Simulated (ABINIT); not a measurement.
# A GW chain in ABINIT: InP (F-43m), part 3 of 3

How does a plane-wave GW calculation on InP (F-43m) run from the first input to the gap?

ABINIT 10.8.3; PBE and many-body steps on it, plane waves. Known limits of the many-body steps: not at the basis limit; mesh may overstate the screening; no spin-orbit coupling; coarse k mesh.

So far. Step 4 (Empty states on the mesh, 4×4×4 mesh, 135 bands): On this mesh the gap is 0.709 eV. Step 5 (Screening, 4×4×4 mesh, 127 bands, screening to 163.3 eV): Local fields lower ε∞ by 5 %. On a Γ-centred mesh this coarse the value itself is usually too large, while a short band sum pulls it down.

The database entry behind the starting cell differs from later determinations by our own check (0.1 to 0.3 % short, probably kX units), so it need not match the best structure at ambient conditions.

### Step 6. Self-energy, 4×4×4 mesh, 127 bands, screening to 163.3 eV

The self-energy is evaluated for the states that the input lists, and the levels follow from it, in one-shot runs by the linearised quasiparticle equation.

This step: G0W0 on PBE, plane waves, norm-conserving pseudopotentials.

Contents of run.abi:

```
acell 3*1.0 Angstrom
rprim 
  -0.000000000000 2.930500000000 2.930500000000
  2.930500000000 -0.000000000000 2.930500000000
  2.930500000000 2.930500000000 -0.000000000000
ntypat 2
znucl 49 15
natom 2
typat 1 2
xred 
  0.000000000000 0.000000000000 0.000000000000
  0.250000000000 0.250000000000 0.250000000000
pp_dirpath "pseudos"
pseudos "In.upf, P.upf"
ecut 33
ngkpt 4 4 4
nshiftk 1
shiftk 0 0 0
kptopt 1
chksymbreak 0
istwfk *1
occopt 1
irdwfk 1
optdriver 4
nband 127
gwcalctyp 0
ecutsigx 33
symsigma 1
nkptgw 1
kptgw 
  0.0000000000 0.0000000000 0.0000000000
bdgw 
  11 17
ecuteps 6
irdscr 1
ppmodel 1
indata_prefix "in"
outdata_prefix "out"
tmpdata_prefix "tmp"
```

Run with:

```console
$ OMP_NUM_THREADS=1 mpirun -n 4 abinit run.abi > log
```

Numbers of over 12 decimals in the logs are rounded to 6 here.

The program printed:

```text
.Version 10.8.3 of ABINIT. v10.8.2 released Aug 2026.

 Symmetries : space group F-4 3 m (#216); Bravais cF (face-center cubic)
[... echo of the input left out ...]
== DATASET  1 ==================================================================
-   mpi_nproc: 4, omp_nthreads: 1 (-1 if OMP is not activated)

--- !DatasetInfo
iteration_state: {dtset: 1, }
dimensions: {natom: 2, nkpt: 8, mband: 127, nsppol: 1, nspinor: 1, nspden: 1, mpw: 3119, }
cutoff_energies: {ecut:  33.0, pawecutdg:  -1.0, }
electrons: {nelect:   2.60000000E+01, charge:   0.00000000E+00, occopt:   1.00000000E+00, tsmear:   1.00000000E-02, }

 SIGMA: Calculation of the GW corrections

 Based on a program developped by R.W. Godby, V. Olevano, G. Onida, and L. Reining.
 Incorporated in ABINIT by V. Olevano, G.-M. Rignanese, and M. Torrent.
.Using double precision arithmetic ; gwpc =  8

[... cell and pseudopotentials left out ...]
--------------------------------------------------------------------------------

 ==== K-mesh for the wavefunctions ====
 Number of points in the irreducible wedge :     8
[... list of points left out ...]
 Together with 24 symmetry operations and time-reversal symmetry
 yields    64 points in the full Brillouin Zone.

 ==== Q-mesh for screening function ====
 Number of points in the irreducible wedge :     8
[... list of points left out ...]
 Together with 24 symmetry operations and time-reversal symmetry
 yields    64 points in the full Brillouin Zone.

 vcoul_init : cutoff-mode = AUXILIARY_FUNCTION
 q-points for optical limit:   1
     1)      0.000010    0.000020    0.000030
 setmesh: FFT mesh size selected  =    45x   45x   45
          total number of points  =        91125

 Number of electrons calculated from density =   26.0000; Expected =   26.0000
 average of density, n =  0.076546
 r_s =    1.4610
 omega_plasma =   26.6880 [eV]

 === KS Band Gaps ===
  >>>> For spin  1
   Minimum direct gap =   0.7091 [eV], located at k-point      :   0.0000  0.0000  0.0000
   Fundamental gap    =   0.7091 [eV], Top of valence bands at :   0.0000  0.0000  0.0000
                                       Bottom of conduction at :   0.0000  0.0000  0.0000
 SIGMA fundamental parameters:
 PLASMON POLE MODEL  1
 number of plane-waves for SigmaX                 3119
 number of plane-waves for SigmaC and W            259
 number of plane-waves for wavefunctions          3119
 number of bands                                   127
 number of independent spin polarizations            1
 number of spinorial components                      1
 number of k-points in IBZ                           8
 number of q-points in IBZ                           8
 number of symmetry operations                      24
 number of k-points in BZ                           64
 number of q-points in BZ                           64
 number of frequencies for dSigma/dE                 9
 frequency step for dSigma/dE [eV]                0.25
 number of omega for Sigma on real axis              0
 max omega for Sigma on real axis  [eV]           0.00
 zcut for avoiding poles [eV]                     0.10

 EPSILON^-1 parameters (SCR file):
 dimension of the eps^-1 matrix on file            259
 dimension of the eps^-1 matrix used               259
 number of plane-waves for wavefunctions          3119
 number of bands                                   127
 number of q-points in IBZ                           8
 number of frequencies                               2
 number of real frequencies                          1
 number of imag frequencies                          1

 matrix elements of self-energy operator (all in [eV])

 Perturbative Calculation

--- !SelfEnergy_ee
iteration_state: {dtset: 1, }
kpoint     : [   0.000,    0.000,    0.000, ]
spin       : 1
KS_gap     :    0.709
QP_gap     :    1.369
Delta_QP_KS:    0.660
data: !SigmaeeData |
     Band     E0 <VxcDFT>   SigX SigC(E0)      Z dSigC/dE  Sig(E)    E-E0       E
       11   4.964 -12.923 -14.819   1.169   0.776  -0.289 -13.487  -0.564   4.400
       12   4.964 -12.923 -14.819   1.169   0.776  -0.289 -13.487  -0.564   4.400
       13   4.964 -12.923 -14.819   1.169   0.776  -0.289 -13.487  -0.564   4.400
       14   5.673 -11.725  -7.716  -3.888   0.791  -0.265 -11.629   0.096   5.769
       15   9.052 -10.790  -6.317  -4.252   0.795  -0.258 -10.614   0.176   9.227
       16   9.052 -10.790  -6.317  -4.252   0.795  -0.258 -10.614   0.176   9.227
       17   9.052 -10.790  -6.317  -4.252   0.795  -0.258 -10.614   0.176   9.227

== END DATASET(S) ==============================================================
================================================================================

 -outvars: echo values of variables after computation  --------
           etotal      0.0000000000E+00
            nband         127
             nkpt           8
          spgroup         216
 [... the other variables as echoed above ...]

 Calculation completed.
```

Elapsed: 7.4 s, on 4 MPI ranks of Arm Neoverse V2, shared host; peak memory 0.82 GiB.

Numbers from this step:

```
G0W0 gap on the points computed              : 1.369 eV
starting gap on the mesh                     : 0.7091 eV
k of the valence top                         : 0, 0, 0
k of the conduction bottom                   : 0, 0, 0
Z at the valence top                         : 0.776
Z at the conduction bottom                   : 0.791
least direct G0W0 gap on the computed points : 1.369 eV
```

The gap on the mesh goes from 0.71 eV to 1.37 eV, a correction of +0.66 eV.

Limits: finite bands, cutoff and mesh; no spin-orbit coupling; coarse k mesh. v1 is the top filled band, c1 the lowest empty one. Levels before and after the correction, in eV, zero at the valence-band top of each column:

```
           conduction bottom  valence top
Kohn-Sham               0.71         0.00
     G0W0               1.37         0.00
```

```
             level  energy (eV)
Kohn-Sham  Γ v3-v1        0.000
Kohn-Sham     Γ c1        0.709
Kohn-Sham  Γ c2-c4        4.087
     G0W0  Γ v3-v1        0.000
     G0W0     Γ c1        1.369
     G0W0  Γ c2-c4        4.827
```

### Step 7. Where the time went

Times are wall times on 4 MPI ranks of Arm Neoverse V2, shared host, good to a factor of about two.

```
                          step   time  share  memory (GiB)
                  ground state   11 s   10 %          0.32
bands along the symmetry lines   14 s   13 %           0.3
      empty states on the mesh   44 s   39 %           2.3
                     screening   35 s   31 %          0.94
                   self-energy  7.4 s    7 %          0.82
```

### Step 8. Results

```json
{
  "PBE gap": "0.71 eV, direct",
  "G0W0 gap on the mesh": "1.37 eV",
  "GW settings": "4×4×4 mesh, 127 bands, screening to 163.3 eV, Godby-Needs plasmon pole",
  "known limits": "not at the basis limit; mesh may overstate the screening; no spin-orbit coupling; coarse k mesh"
}
```

In words: G0W0 moves the gap on the mesh from 0.71 eV to 1.37 eV (+0.66 eV), with Z of 0.78 and 0.79 at the edges. Local fields lower the RPA ε∞ on this mesh from 46.94 to 44.46; a Γ-centred mesh this coarse tends to raise both, most where the direct gap is narrow, while a short band sum lowers them. Only 1 of the mesh's irreducible points was corrected, so a valley elsewhere could overtake. Bands and cutoff are finite, so the gap is not at the basis limit. The miss can reach some tenths of an eV and take either sign; the mesh is an error of its own. In the G0W0 run levels were corrected at 1 k point alone, so a gap called «on the mesh» is the least over those, and an edge elsewhere would be missed. The 4×4×4 mesh is coarse for this cell, which bears on the long-range parts of exchange and screening. The RPA ε∞ on this mesh reaches over 25; with a narrow direct gap a coarse mesh can overstate it, and the correction is then too small. The many-body steps are scalar-relativistic: spin-orbit coupling is not in them.

[Paths, hosts, dates, memory and timing lines, banners, echoed tables and standing remarks are left out of the program output.]

[Logs are printed without paths, hosts, clocks, repeated set-up lines and the standing remarks that a program may print on its own settings, such as how far it seeks lower states.]

[Runs of the session that timed out or met a known fault of the program may be left out.]

[Hosts, paths, dates, database ids (printed as entryN), source tags and the programs' standing remarks are cut or masked in the printed files.]

[G0W0 gaps are taken among the corrected bands and points alone; a level outside them can change the order at an edge.]

[Where Ansatz stands beside ABINIT at settings called matched, ABINIT's density can come from a denser mesh and the files from another edition; pairs whose starting gaps differed by over 0.03 eV were left out, so agreement reads better than it is.]
